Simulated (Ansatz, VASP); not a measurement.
# One calculation of Al, two programs

```xyz
1
Lattice="0.0000 2.0248 2.0248 2.0248 0.0000 2.0248 2.0248 2.0248 0.0000" Properties=species:S:1:pos:R:3 pbc="T T T"
Al    0.0000    0.0000    0.0000
```

Alike in both runs: task relaxation of cell and atoms; functional revPBE; k mesh 13 × 13 × 13; occupations fermi-dirac, width 0.1 eV; no spin polarisation.

|  | VASP | Ansatz |
| --- | --- | --- |
| version | VASP 6.6.1 | Ansatz 0.2.0 |
| potentials or method | VASP PAW PBE potentials, release 64 (Al) | plane waves (420 eV) with PAW, scalar-relativistic |
| plane-wave cutoff (eV) | 600 | 420 |
| valence electrons in the cell | 3 | 3 |

VASP gave:

| Item | Value |
| --- | --- |
| relaxed volume (Å³/atom) | 16.70 |
| relaxed cell length with the largest relative difference (Å) | 2.869 |

Task: Which values does Ansatz return?

Result: Relaxed volume (Å³/atom): 16.72; relaxed cell length with the largest relative difference (Å): 2.870.

Caveats: the PAW data sets were made with another functional, which shifts forces and pressure a little (VASP). Zero-point motion and thermal expansion aren't in these numbers. revPBE gives volumes clearly too large for solids.
